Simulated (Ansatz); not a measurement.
Deforming Be

```
Be
1.0
    -1.25312    1.25312    1.25312
     1.25312   -1.25312    1.25312
     1.25312    1.25312   -1.25312
Be
1
Direct
  0.00000 0.00000 0.00000
```

Structure from Materials Project entry mp-20 (possibly hypothetical), not relaxed further.

Level of theory: DFT, PBE, all-electron LAPW, scalar-relativistic in Ansatz 0.2.0.

The runs use a Γ-centred 23×23×23 k mesh, Fermi–Dirac smearing of 0.03 eV, basis error target 0.25 meV/atom, no spin polarisation.

The unchanged cell is at -0.90 GPa.

In a metal, stresses and small energies carry noise from the k mesh.

x, y and z are the Cartesian axes of the cell as listed; fractional coordinates follow a strain, and an engineering shear is twice the off-diagonal strain component.

With this change (equal xy, yz and zx engineering shear strains of -3 %), what becomes of the energy and stress?

Energy change +14 meV/atom; stress change (xx, yy, zz, yz, xz, xy) 0.58, 0.58, 0.58, 6.45, 6.45, 6.45 GPa, compression positive.

With this change (equal xy, yz and zx engineering shear strains of -1 %), what becomes of the energy and stress?

Energy change +2 meV/atom; stress change (xx, yy, zz, yz, xz, xy) 0.05, 0.05, 0.05, 2.04, 2.04, 2.04 GPa, compression positive.

With equal xy, yz and zx engineering shear strains of +2 %: energy change +6 meV/atom; stress change (xx, yy, zz, yz, xz, xy) 0.19, 0.19, 0.19, -3.82, -3.82, -3.82 GPa, compression positive.

With this change (equal xy, yz and zx engineering shear strains of -2 %), what becomes of the energy and stress?

Energy change +6 meV/atom; stress change (xx, yy, zz, yz, xz, xy) 0.21, 0.21, 0.21, 4.25, 4.25, 4.25 GPa, compression positive.

With this change (equal xy, yz and zx engineering shear strains of +1 %), what becomes of the energy and stress?

Energy change +1 meV/atom; stress change (xx, yy, zz, yz, xz, xy) 0.05, 0.05, 0.05, -1.96, -1.96, -1.96 GPa, compression positive.

With this change (equal xy, yz and zx engineering shear strains of +3 %), what becomes of the energy and stress?

Energy change +13 meV/atom; stress change (xx, yy, zz, yz, xz, xy) 0.51, 0.51, 0.51, -5.60, -5.60, -5.60 GPa, compression positive.
